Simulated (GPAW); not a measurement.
# Ta (P6_3/mmc) in GPAW: notebook

The runs below take Ta through single point, with RPBE, PBE, LDA.

Everything below comes from runs of GPAW 26.7.0. Logs are shortened: lines on timing, memory, paths and dates and some standing lists are left out, and cuts for length are marked. The log counts tension as positive stress, the text compression.

**1. Starting point**

It takes space group P6_3/mmc (No. 194, hexagonal). The conventional cell has a = 2.900 Å, b = 2.900 Å, c = 5.166 Å, α = 90.00°, β = 90.00°, γ = 120.00°. Ta (site symmetry -6m2) is surrounded by 12 Ta at 2.90 to 3.08 Å.

This isn't the form of Ta at room conditions, which is bcc.

**2. Single point, RPBE**

Contents of run.py:

```python
from ase import Atoms
from ase.dft.bandgap import bandgap
from ase.io import write
from ase.units import GPa
from gpaw import GPAW, PW

atoms = Atoms(['Ta', 'Ta'],
              cell=[[2.9003720726, 0.0, 0.0],
                    [-1.4501860363, 2.5117958953, 0.0],
                    [0.0, 0.0, 5.166274]],
              scaled_positions=[[0.3333333333, 0.6666666667, 0.25],
                                [0.6666666667, 0.3333333333, 0.75]],
              pbc=True)

calc = GPAW(mode=PW(600),
            xc='RPBE',
            kpts={'size': (11, 11, 5), 'gamma': True},
            occupations={'name': 'methfessel-paxton', 'order': 0, 'width': 0.02},
            nbands=26,
            convergence={'density': 1e-05, 'energy': 1e-05},
            maxiter=150,
            txt='gpaw.txt')
atoms.calc = calc
energy = atoms.get_potential_energy()
forces = atoms.get_forces()
stress = atoms.get_stress()
calc.write('gs.gpw')
write('result.traj', atoms)
print(f'Energy: {energy:.6f} eV')
print('Forces (eV/A):')
print(forces.round(4))
print('Stress (GPa):', (stress / GPa).round(3))
print('Fermi level:', round(calc.get_fermi_level(), 4), 'eV')
print(f'Gap: {bandgap(calc)[0]:.4f} eV, direct: {bandgap(calc, direct=True)[0]:.4f} eV')
```

Potentials or basis: the program's PAW data sets (release 1.2.1) made for this functional, pw.

Launch:

```
$ OMP_NUM_THREADS=1 python run.py
```

gpaw.txt:

```text
__  _  _
 | _ |_)|_||  |
 |__||  | ||/\| - 26.7.0

Input parameters:
  mode=PW(ecut=600.0),
  convergence={'density': 1e-05, 'energy': 1e-05},
  kpts=MonkhorstPack(size=(11, 11, 5), gamma=True),
  maxiter=150,
  nbands=26,
  occupations=Occupations(name='methfessel-paxton', order=0, width=0.02),
  xc=XC(name='RPBE')

Diagonalizing LCAO Hamiltonian
Converting LCAO to pw mode

          Ta

        Ta

Atoms  # Å, Bohr magnetons
|   | symbol |         x |        y |        z |    initial magnetic moments |
|---|--------|-----------|----------|----------|-----------------------------|
| 0 |     Ta | -0.000000 | 1.674531 | 1.291568 | ( 0.0000,  0.0000,  0.0000) |
| 1 |     Ta |  1.450186 | 0.837265 | 3.874705 | ( 0.0000,  0.0000,  0.0000) |

Unit cell  # Å
| periodic |         x |        y |        z |  lengths |     angles |
|----------|-----------|----------|----------|----------|------------|
|      yes |  2.900372 | 0.000000 | 0.000000 | 2.900372 |  90.000000 |
|      yes | -1.450186 | 2.511796 | 0.000000 | 2.900372 |  90.000000 |
|      yes |  0.000000 | 0.000000 | 5.166274 | 5.166274 | 120.000000 |

Number of symmetries: 12
Symmetry operations  # r_c * U_cc + t_c -> r_c
|    | kind |            matrix            |
|----|------|------------------------------|
|  0 |  σ   |  1, 1, 0,  0,-1, 0,  0, 0, 1 |
|  1 |  S6  |  1, 1, 0, -1, 0, 0,  0, 0,-1 |
|  2 |  E   |  1, 0, 0,  0, 1, 0,  0, 0, 1 |
|  3 |  C2  |  1, 0, 0, -1,-1, 0,  0, 0,-1 |
|  4 |  C2  |  0, 1, 0,  1, 0, 0,  0, 0,-1 |
|  5 |  C3  |  0, 1, 0, -1,-1, 0,  0, 0, 1 |
|  6 |  S6  |  0,-1, 0,  1, 1, 0,  0, 0,-1 |
|  7 |  σ   |  0,-1, 0, -1, 0, 0,  0, 0, 1 |
|  8 |  σ   | -1, 0, 0,  1, 1, 0,  0, 0, 1 |
|  9 |  i   | -1, 0, 0,  0,-1, 0,  0, 0,-1 |
| 10 |  C3  | -1,-1, 0,  1, 0, 0,  0, 0, 1 |
| 11 |  C2  | -1,-1, 0,  0, 1, 0,  0, 0,-1 |

BZ-sampling:
  Number of BZ points: 605
  Number of IBZ points: 68

  Monkhorst-Pack size: [11, 11, 5]
  Monkhorst-Pack shift: [0, 0, 0]

K-points  # in reciprocal-cell coordinates
|     |                                coordinates |     weight |
|-----|--------------------------------------------|------------|
|   0 | (  0.00000000,   0.00000000,   0.00000000) | 0.00165289 |
|   1 | (  0.00000000,   0.00000000,   0.20000000) | 0.00330579 |
|   2 | (  0.00000000,   0.00000000,   0.40000000) | 0.00330579 |
|   3 | (  0.09090909,   0.00000000,  -0.40000000) | 0.00991736 |
|   4 | (  0.09090909,   0.00000000,  -0.20000000) | 0.00991736 |
|   5 | (  0.09090909,   0.00000000,   0.00000000) | 0.00991736 |
|   6 | (  0.09090909,   0.00000000,   0.20000000) | 0.00991736 |
|   7 | (  0.09090909,   0.00000000,   0.40000000) | 0.00991736 |
|   8 | (  0.18181818,  -0.09090909,   0.00000000) | 0.00991736 |
|   9 | (  0.18181818,  -0.09090909,   0.20000000) | 0.01983471 |
| ... |                                            |            |
|  67 | (  0.45454545,   0.45454545,   0.40000000) | 0.01983471 |

Plane wave coefficients: 1275
Cutoff: 600.0 eV

Spin-components: 1 (collinear spins)
Bands:           26
Projectors:      12
Spin-degeneracy: 2
Datatype:        complex128

Parallelization:
  kpt:    1
  domain: 1
  band:   1

Density:
  Valence electrons: 26.0
  Components: 1
  Grid points: [18 18 30]
  Charge: 0.0  # |e|

Potential:
  Grid points: [18 18 30]

species:
  Ta:
    name:    Tantalum
    Z:       73.0
    valence: 13
    core:    60
    charge:  0.0  # [|e|]
    compensation charges:
      type: gauss
      rc: 0.42  # [Å]
      lmax: 2
    cutoffs:
      filter: 2.36  # [Å]
      core: 3.45  # [Å]
    projectors
    | kind |    occ | energy [eV] | rcut [Å] |
    |------|--------|-------------|----------|
    |   5s |  2.000 |     -72.771 |    1.365 |
    |   6s |  2.000 |      -5.369 |    1.365 |
    |   5p |  6.000 |     -39.410 |    1.349 |
    |   6p |  0.000 |      -1.395 |    1.349 |
    |   5d |  3.000 |      -3.553 |    1.307 |
    |    d |        |      23.659 |    1.307 |

    Using partial waves for Ta as LCAO basis

Reference energy: -848370.905739  # eV

eigensolver:
  PPCG
  Converge bands: occupied
  niter=2

density mixing:
  MSR1-Mixer
  Pratt-step length: 0.05
  Maximum mixing coefficient: 0.75
  Old densities: 10
  SVD Regularization: 0.005
  Good broyden scale: 1.0
  Trust region scale: 1.0
  Backstep threshold: 4.0
  History deletion threshold: 6.0
  Fourier metric: weight=20.0, sigma=0.015

occupation numbers:
  Methfessel-Paxton:
    width: 0.0200  # eV
    order: 0

poisson solver:
  ecut: 4800.0  # eV

xc functional:
  name: RPBE with 2 nearest neighbor stencil

convergence criteria:
- Maximum integral of absolute [dens]ity change: 1e-05 electrons / valence electron
- Maximum [total energy] change in last 3 cyles: 1e-05 eV / valence electron
- Maximum integral of absolute [eigenst]ate change: 4e-08 eV^2 / valence electron
maximum number of iterations: 150

SCF iterations
|iter     | |      energy | eigst |  dens |
|---------|-|-------------|-------|-------|
|iter:   1| |  -18.509854 | -0.07 |       |
|iter:   2| |  -18.463578 | -2.61 | -1.26 |
|iter:   3| |  -18.221868 | -1.72 | -1.29 |
|iter:   4| |  -18.231145 | -3.35 | -1.97 |
|iter:   5| |  -18.234208 | -4.16 | -2.33 |
|iter:   6| |  -18.234235 | -6.03 | -3.38 |
|iter:   7| |  -18.234236c| -7.28 | -4.02 |
|iter:   8| |  -18.234236c| -7.59c| -4.73 |
|iter:   9| |  -18.234236c| -8.43c| -5.59c|

Converged in 9 steps
Energy contributions relative to reference atoms: (reference = -848370.905739)

Energy contributions:
  Kinetic:          13.530862
  Coulomb:         -14.975928
  Zero:             -0.493214
  External:          0.000000
  Xc:              -16.295533
  Entropy:          -0.000847
  Spinorbit:         0.000000
  ----------------------------
  Free energy:     -18.234660
  Extrapolated:    -18.234236

dipole moment: (-0.000002, -0.000003, -0.000007)  # |e|*Ang

Fermi level: 11.767
Eigenvalues  # (at kpt = [0.000, 0.000, 0.000])
| band index |      eig [eV] | occ [0-2] |
|------------|---------------|-----------|
|          0 |       -55.767 |     2.000 |
|        ... |               |           |
|          4 |       -21.980 |     2.000 |
|          5 |       -21.980 |     2.000 |
|          6 |       -21.899 |     2.000 |
|          7 |       -21.899 |     2.000 |
|          8 |         3.592 |     2.000 |
|          9 |         6.865 |     2.000 |
[... 8 lines left out ...]
|         18 |        16.826 |     0.000 |
|         19 |        16.826 |     0.000 |
|        ... |               |           |
|         25 |        32.346 |     0.000 |

No gap
No difference between direct/indirect transitions

Forces  # eV/Ang
|        x |        y |        z |
|----------|----------|----------|
| -0.00000 |  0.00000 |  0.00001 |  # Ta   0
|  0.00000 | -0.00000 | -0.00001 |  # Ta   1

Stress tensor  # eV/Ang^3
|         x |         y |         z |
|-----------|-----------|-----------|
| -0.014538 |  0.000000 |  0.000000 |
|  0.000000 | -0.014538 | -0.000000 |
|  0.000000 | -0.000000 | -0.018841 |

# Writing to gs.gpw (mode='')
```

Run time: 32 s. Hardware: 1 thread of Intel Xeon Platinum 8488C (Sapphire Rapids), shared host; peak memory 0.19 GiB.

Results:

```
Free energy            : -18.2347 eV
Pressure               : 2.6 GPa
Band gap on the k mesh : none (metal or under the smearing width)
```

Levels at points of the mesh, in eV from the Fermi level:
```csv
k point,band 10,band 11,band 12,band 13,band 14,band 15,band 16,band 17
"(0.00, 0.00, 0.00)",-4.90,-0.59,-0.23,0.57,0.57,1.13,1.13,2.93
```

The run has no spin-orbit coupling, so splittings on Ta are missing.

**3. Single point, PBE**

run.py: that of step 2 with these lines changed.

```diff
@@ -1,4 +1,3 @@
-from ase import Atoms
 from ase.dft.bandgap import bandgap
-from ase.io import write
+from ase.io import read, write
 from ase.units import GPa
@@ -6,12 +5,6 @@
 
-atoms = Atoms(['Ta', 'Ta'],
-              cell=[[2.9003720726, 0.0, 0.0],
-                    [-1.4501860363, 2.5117958953, 0.0],
-                    [0.0, 0.0, 5.166274]],
-              scaled_positions=[[0.3333333333, 0.6666666667, 0.25],
-                                [0.6666666667, 0.3333333333, 0.75]],
-              pbc=True)
+atoms = read('POSCAR')
 
 calc = GPAW(mode=PW(600),
-            xc='RPBE',
+            xc='PBE',
             kpts={'size': (11, 11, 5), 'gamma': True},
```

Contents of POSCAR:

```
Ta
1.0
    2.9003720726      0.0000000000      0.0000000000
   -1.4501860363      2.5117958953      0.0000000000
    0.0000000000      0.0000000000      5.1662740000
Ta
2
Direct
    0.3333333333      0.6666666667      0.2500000000
    0.6666666667      0.3333333333      0.7500000000
```

Potentials or basis: GPAW PAW data sets (gpaw-data 1.2.1), pw.

Launch:

```
$ OMP_NUM_THREADS=1 python run.py
```

gpaw.txt:

```text
__  _  _
 | _ |_)|_||  |
 |__||  | ||/\| - 26.7.0

Input parameters:
  mode=PW(ecut=600.0),
  convergence={'density': 1e-05, 'energy': 1e-05},
  kpts=MonkhorstPack(size=(11, 11, 5), gamma=True),
  maxiter=150,
  nbands=26,
  occupations=Occupations(name='methfessel-paxton', order=0, width=0.02),
  xc=XC(name='PBE')

Diagonalizing LCAO Hamiltonian
Converting LCAO to pw mode

          Ta

        Ta

Atoms  # Å, Bohr magnetons
|   | symbol |         x |        y |        z |    initial magnetic moments |
|---|--------|-----------|----------|----------|-----------------------------|
| 0 |     Ta | -0.000000 | 1.674531 | 1.291568 | ( 0.0000,  0.0000,  0.0000) |
| 1 |     Ta |  1.450186 | 0.837265 | 3.874705 | ( 0.0000,  0.0000,  0.0000) |

Unit cell  # Å
| periodic |         x |        y |        z |  lengths |     angles |
|----------|-----------|----------|----------|----------|------------|
|      yes |  2.900372 | 0.000000 | 0.000000 | 2.900372 |  90.000000 |
|      yes | -1.450186 | 2.511796 | 0.000000 | 2.900372 |  90.000000 |
|      yes |  0.000000 | 0.000000 | 5.166274 | 5.166274 | 120.000000 |

Number of symmetries: 12
Symmetry operations  # r_c * U_cc + t_c -> r_c
|    | kind |            matrix            |
|----|------|------------------------------|
|  0 |  σ   |  1, 1, 0,  0,-1, 0,  0, 0, 1 |
|  1 |  S6  |  1, 1, 0, -1, 0, 0,  0, 0,-1 |
|  2 |  E   |  1, 0, 0,  0, 1, 0,  0, 0, 1 |
|  3 |  C2  |  1, 0, 0, -1,-1, 0,  0, 0,-1 |
|  4 |  C2  |  0, 1, 0,  1, 0, 0,  0, 0,-1 |
|  5 |  C3  |  0, 1, 0, -1,-1, 0,  0, 0, 1 |
|  6 |  S6  |  0,-1, 0,  1, 1, 0,  0, 0,-1 |
|  7 |  σ   |  0,-1, 0, -1, 0, 0,  0, 0, 1 |
|  8 |  σ   | -1, 0, 0,  1, 1, 0,  0, 0, 1 |
|  9 |  i   | -1, 0, 0,  0,-1, 0,  0, 0,-1 |
| 10 |  C3  | -1,-1, 0,  1, 0, 0,  0, 0, 1 |
| 11 |  C2  | -1,-1, 0,  0, 1, 0,  0, 0,-1 |

BZ-sampling:
  Number of BZ points: 605
  Number of IBZ points: 68

  Monkhorst-Pack size: [11, 11, 5]
  Monkhorst-Pack shift: [0, 0, 0]

K-points  # in reciprocal-cell coordinates
|     |                                coordinates |     weight |
|-----|--------------------------------------------|------------|
|   0 | (  0.00000000,   0.00000000,   0.00000000) | 0.00165289 |
|   1 | (  0.00000000,   0.00000000,   0.20000000) | 0.00330579 |
|   2 | (  0.00000000,   0.00000000,   0.40000000) | 0.00330579 |
|   3 | (  0.09090909,   0.00000000,  -0.40000000) | 0.00991736 |
|   4 | (  0.09090909,   0.00000000,  -0.20000000) | 0.00991736 |
|   5 | (  0.09090909,   0.00000000,   0.00000000) | 0.00991736 |
|   6 | (  0.09090909,   0.00000000,   0.20000000) | 0.00991736 |
|   7 | (  0.09090909,   0.00000000,   0.40000000) | 0.00991736 |
|   8 | (  0.18181818,  -0.09090909,   0.00000000) | 0.00991736 |
|   9 | (  0.18181818,  -0.09090909,   0.20000000) | 0.01983471 |
| ... |                                            |            |
|  67 | (  0.45454545,   0.45454545,   0.40000000) | 0.01983471 |

Plane wave coefficients: 1275
Cutoff: 600.0 eV

Spin-components: 1 (collinear spins)
Bands:           26
Projectors:      12
Spin-degeneracy: 2
Datatype:        complex128

Parallelization:
  kpt:    1
  domain: 1
  band:   1

Density:
  Valence electrons: 26.0
  Components: 1
  Grid points: [18 18 30]
  Charge: 0.0  # |e|

Potential:
  Grid points: [18 18 30]

species:
  Ta:
    name:    Tantalum
    Z:       73.0
    valence: 13
    core:    60
    charge:  0.0  # [|e|]
    compensation charges:
      type: gauss
      rc: 0.42  # [Å]
      lmax: 2
    cutoffs:
      filter: 2.36  # [Å]
      core: 3.45  # [Å]
    projectors
    | kind |    occ | energy [eV] | rcut [Å] |
    |------|--------|-------------|----------|
    |   5s |  2.000 |     -72.790 |    1.365 |
    |   6s |  2.000 |      -5.429 |    1.365 |
    |   5p |  6.000 |     -39.427 |    1.349 |
    |   6p |  0.000 |      -1.396 |    1.349 |
    |   5d |  3.000 |      -3.603 |    1.307 |
    |    d |        |      23.609 |    1.307 |

    Using partial waves for Ta as LCAO basis

Reference energy: -848344.882802  # eV

eigensolver:
  PPCG
  Converge bands: occupied
  niter=2

density mixing:
  MSR1-Mixer
  Pratt-step length: 0.05
  Maximum mixing coefficient: 0.75
  Old densities: 10
  SVD Regularization: 0.005
  Good broyden scale: 1.0
  Trust region scale: 1.0
  Backstep threshold: 4.0
  History deletion threshold: 6.0
  Fourier metric: weight=20.0, sigma=0.015

occupation numbers:
  Methfessel-Paxton:
    width: 0.0200  # eV
    order: 0

poisson solver:
  ecut: 4800.0  # eV

xc functional:
  name: PBE with 2 nearest neighbor stencil

convergence criteria:
- Maximum integral of absolute [dens]ity change: 1e-05 electrons / valence electron
- Maximum [total energy] change in last 3 cyles: 1e-05 eV / valence electron
- Maximum integral of absolute [eigenst]ate change: 4e-08 eV^2 / valence electron
maximum number of iterations: 150

SCF iterations
|iter     | |      energy | eigst |  dens |
|---------|-|-------------|-------|-------|
|iter:   1| |  -19.495357 | -0.09 |       |
|iter:   2| |  -19.444810 | -2.76 | -1.27 |
|iter:   3| |  -19.183547 | -1.76 | -1.30 |
|iter:   4| |  -19.190992 | -3.28 | -1.97 |
|iter:   5| |  -19.193576 | -4.25 | -2.34 |
|iter:   6| |  -19.193597 | -6.15 | -3.43 |
|iter:   7| |  -19.193598c| -7.48c| -4.05 |
|iter:   8| |  -19.193598c| -7.62c| -4.78 |
|iter:   9| |  -19.193598c| -8.43c| -5.66c|

Converged in 9 steps
Energy contributions relative to reference atoms: (reference = -848344.882802)

Energy contributions:
  Kinetic:          11.816981
  Coulomb:         -13.403029
  Zero:             -0.499944
  External:          0.000000
  Xc:              -17.107161
  Entropy:          -0.000888
  Spinorbit:         0.000000
  ----------------------------
  Free energy:     -19.194042
  Extrapolated:    -19.193598

dipole moment: (-0.000002, -0.000003, -0.000007)  # |e|*Ang

Fermi level: 11.673
Eigenvalues  # (at kpt = [0.000, 0.000, 0.000])
| band index |      eig [eV] | occ [0-2] |
|------------|---------------|-----------|
|          0 |       -55.821 |     2.000 |
|        ... |               |           |
|          4 |       -22.038 |     2.000 |
|          5 |       -22.038 |     2.000 |
|          6 |       -21.957 |     2.000 |
|          7 |       -21.957 |     2.000 |
|          8 |         3.501 |     2.000 |
|          9 |         6.769 |     2.000 |
[... 8 lines left out ...]
|         18 |        16.716 |     0.000 |
|         19 |        16.716 |     0.000 |
|        ... |               |           |
|         25 |        32.236 |     0.000 |

No gap
No difference between direct/indirect transitions

Forces  # eV/Ang
|        x |       y |        z |
|----------|---------|----------|
| -0.00000 | 0.00000 |  0.00000 |  # Ta   0
|  0.00000 | 0.00000 | -0.00000 |  # Ta   1

Stress tensor  # eV/Ang^3
|        x |        y |         z |
|----------|----------|-----------|
| 0.008449 | 0.000000 |  0.000000 |
| 0.000000 | 0.008449 |  0.000000 |
| 0.000000 | 0.000000 | -0.000358 |

# Writing to gs.gpw (mode='')
```

Run time: 31 s. Hardware: 1 thread of Intel Xeon Platinum 8488C (Sapphire Rapids), shared host; peak memory 0.19 GiB.

What came out:

* Free energy: -19.1940 eV
* Pressure: -0.9 GPa
* Band gap on the k mesh: none (metal or under the smearing width)

Stress tensor (GPa, compression positive):
```
-1.35  0.00  0.00
 0.00 -1.35  0.00
 0.00  0.00  0.06
```

**4. Single point, LDA**

run.py: that of step 3 with these lines changed.

```diff
@@ -5,8 +5,8 @@
 
-atoms = read('POSCAR')
+atoms = read('Ta.xyz')
 
 calc = GPAW(mode=PW(600),
-            xc='PBE',
+            xc='LDA',
             kpts={'size': (11, 11, 5), 'gamma': True},
-            occupations={'name': 'methfessel-paxton', 'order': 0, 'width': 0.02},
+            occupations={'name': 'methfessel-paxton', 'order': 0, 'width': 0.1},
             nbands=26,
```

Contents of Ta.xyz:

```xyz
2
Lattice="2.9003720726 0.0000000000 0.0000000000 -1.4501860363 2.5117958953 0.0000000000 0.0000000000 0.0000000000 5.1662740000" Properties=species:S:1:pos:R:3 pbc="T T T"
Ta    -0.0000000001      1.6745305970      1.2915685000
Ta     1.4501860364      0.8372652983      3.8747055000
```

Potentials or basis: the program's PAW data sets (release 1.2.1) made for this functional, pw.

Launch:

```
$ OMP_NUM_THREADS=1 python run.py
```

It took 31 s on 1 thread of Intel Xeon Platinum 8488C (Sapphire Rapids), shared host; peak memory 0.19 GiB.

The run converged. Its results:

```yaml
Free_energy: -21.2045 eV
Pressure: -12.1 GPa
Band_gap_on_the_k_mesh: none (metal or under the smearing width)
```

Stress tensor (GPa, compression positive):
```
-13.18   0.00   0.00
  0.00 -13.18   0.00
  0.00   0.00 -10.03
```

Levels at points of the mesh, in eV from the Fermi level:
| k point | band 11 | band 12 | band 13 | band 14 | band 15 | band 16 |
| --- | --- | --- | --- | --- | --- | --- |
| (0.00, 0.00, 0.00) | -0.60 | -0.03 | 0.54 | 0.54 | 1.09 | 1.09 |

**5. Summary**

```csv
level,potentials or basis,smearing,gap on the mesh (eV),pressure (GPa)
RPBE,"the program's PAW data sets (release 1.2.1) made for this functional, pw",gaussian 0.02 eV,none,2.6
PBE,"GPAW PAW data sets (gpaw-data 1.2.1), pw",gaussian 0.02 eV,none,-0.9
LDA,"the program's PAW data sets (release 1.2.1) made for this functional, pw",gaussian 0.1 eV,none,-12.1
```

Alike in all rows: task single point; no spin polarisation; cell as given; k mesh 11 × 11 × 5; cutoff (eV) 600.

Absolute energies hang on the potentials; compare differences alone.
